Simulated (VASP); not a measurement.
Input of a VASP 6.6.1 run:

Contents of INCAR:

```
SYSTEM = CO2
PREC = Accurate
ENCUT = 520
EDIFF = 1E-8
ISMEAR = -1
SIGMA = 0.1
LREAL = .False.
LASPH = .True.
NELM = 100
ALGO = Normal
ISIF = 2
LWAVE = .False.
LCHARG = .False.
GGA = PE
IVDW = 12
LCHIMAG = .True.
DQ = 0.001
ICHIBARE = 1
LNMR_SYM_RED = .True.
```

Contents of KPOINTS:

```
Automatic mesh
0
Gamma
  8 8 4
  0 0 0
```

The input POSCAR:

```
CO2
1.0
    2.8394492969     -2.5717251200      0.0000000000
    2.8394492969      2.5717251200      0.0000000000
    0.0000000000      0.0000000000      7.0958190677
O C
4 2
Direct
    0.3065085700      0.6934914300      0.6081566100
    0.6934914300      0.3065085700      0.3918433900
    0.1934914300      0.8065085700      0.1081566100
    0.8065085700      0.1934914300      0.8918433900
    0.5000000000      0.5000000000      0.5000000000
    0.0000000000      0.0000000000      0.0000000000
```

Potentials or basis: VASP PAW PBE potentials, release 64 (O, C).

Run with:

```sh
$ cat potpaw_PBE.64/O/POTCAR potpaw_PBE.64/C/POTCAR > POTCAR
$ mpirun -np 1 vasp_std > vasp.out
```

Question: Estimate the dispersion energy per atom.

Answer: -0.058 eV.

Chemical shielding (ppm):
| atom | isotropic | span | skew |
| --- | --- | --- | --- |
| 1 O | 102 | 437 | 0.99 |
| 2 O | 102 | 437 | 0.99 |
| 3 O | 102 | 437 | 0.99 |
| 4 O | 102 | 437 | 0.99 |
| 5 C | 22 | 379 | 1.00 |
| 6 C | 22 | 379 | 1.00 |

Caveat: the standard files for N, O and F lose accuracy on very short bonds.
